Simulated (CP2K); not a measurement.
TiO2:

```xyz
6
Lattice="3.8273 0.0000 0.0000 -0.0009 3.8273 0.0000 -1.8620 -1.8624 4.7966" Properties=species:S:1:pos:R:3 pbc="T T T"
Ti    1.9175   -0.8835    3.5975
Ti    0.0470    2.8485    1.1992
O     0.0282    0.9564    0.8018
O     1.9363    1.0085    3.9949
O     1.9391    2.8678    1.5966
O     0.0254   -0.9028    3.2001
```

The cell is a database's computed one.

Base run:

| Property | Result |
| --- | --- |
| Program | CP2K 2026.2 |
| Functional | vdW-DF-cx |
| Potentials or basis | POTENTIAL_UZH Ti GTH-PBE-q12, O GTH-PBE-q6; DZVP-MOLOPT-PBE-GTH basis |
| Density cutoff | 11565 eV |
| k mesh | 8 × 8 × 6 |
| Occupations | fermi-dirac, width 0.05 eV |
| Spin | no spin polarisation |

Its results: band gap on the k mesh 2.01 eV, indirect (least direct gap 2.37 eV); pressure -4.9 GPa; largest force 0.122 eV/Å.

Task: The run is repeated on the same cell with these changes: functional from vdW-DF-cx to PBE. What comes out?

Result: Band gap on the k mesh 2.01 eV, indirect (least direct gap 2.37 eV); pressure -0.7 GPa; largest force 0.113 eV/Å.

Caveats: the basis of atomic orbitals isn't converged, which shifts pressures, moduli and gaps; the potentials were made for another functional, which shifts forces and pressure (some runs).

A k mesh can miss the band edges.
